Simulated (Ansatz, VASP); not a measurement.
This is a calculation of Au for VASP 6.6.1.

INCAR

```
PREC     = Accurate       # precision mode
ENCUT    = 520            # plane-wave cutoff, eV
EDIFF    = 1E-7           # SCF threshold, eV
ISMEAR   = -1             # smearing method
SIGMA    = 0.05           # smearing width, eV
LREAL    = F              # projectors in reciprocal space
LASPH    = T              # aspherical terms in the spheres
NELM     = 100            # most SCF steps
ALGO     = Normal         # electronic algorithm
ISIF     = 2              # what is computed and relaxed
LWAVE    = F              # write WAVECAR
LCHARG   = F              # write CHGCAR
GGA      = PE             # functional
NBANDS   = 18             # bands
```

KPOINTS

```
regular mesh
0
Gamma
  11 11 6
```

Contents of POSCAR:

```
Au
1.0
    2.9192058577      0.0000000000      0.0000000000
   -1.4596029289      2.5281064317      0.0000000000
    0.0000000000      0.0000000000      4.9123188227
Au
2
Direct
    0.6666666667      0.3333333333      0.2500000000
    0.3333333333      0.6666666667      0.7500000000
```

Potentials or basis: VASP PAW PBE potentials, release 64 (Au).

Run with:

```bash
$ cat potpaw_PBE.64/Au/POTCAR > POTCAR
$ mpirun -np 1 vasp_std > vasp.out
```

Problem. Set up the same calculation for Ansatz 0.2.0. Potentials there: Ansatz PAW.

Solution. As run (the cutoff follows the program's own potentials):

Contents of input.yaml:

```yaml
crystal:
  lattice:
    - [2.9192058577, 0.0, 0.0]
    - [-1.4596029289, 2.5281064317, 0.0]
    - [0.0, 0.0, 4.9123188227]
  atoms:
    - { symbol: Au, position: [0.6666666667, 0.3333333333, 0.25] }
    - { symbol: Au, position: [0.3333333333, 0.6666666667, 0.75] }
hamiltonian:
  xc: pbe
  pseudopotentials: { kind: paw }
kpoints:
  mp_grid: { grid: [11, 11, 6] }
scf:
  occupations: { method: fermi_dirac, width: 0.05 }
output:
  forces: true
  stress: true
  eigenvalues: true
```

Potentials or basis: Ansatz PAW.

The run is started by

```console
$ ansatz run input.yaml --threads 2 --pin off --max-ram 5120MiB --backend cpu --events-out ev --progress --plain --runs-dir out
```

Both were run:

|  | VASP | Ansatz | Ansatz less VASP |
| --- | --- | --- | --- |
| gap on the k mesh at the Fermi level (eV) | none | none | - |
| pressure (GPa) | -1.2 | -0.9 | +0.22 |
| largest component of the traceless stress (GPa) | 0.34 | 0.35 | +0.011 |

A gap of «none» marks a metal or a gap that the smearing closes. The two sets of potentials don't hold the same shells in valence.

Spin-orbit coupling is left out, which matters for the levels of Au.
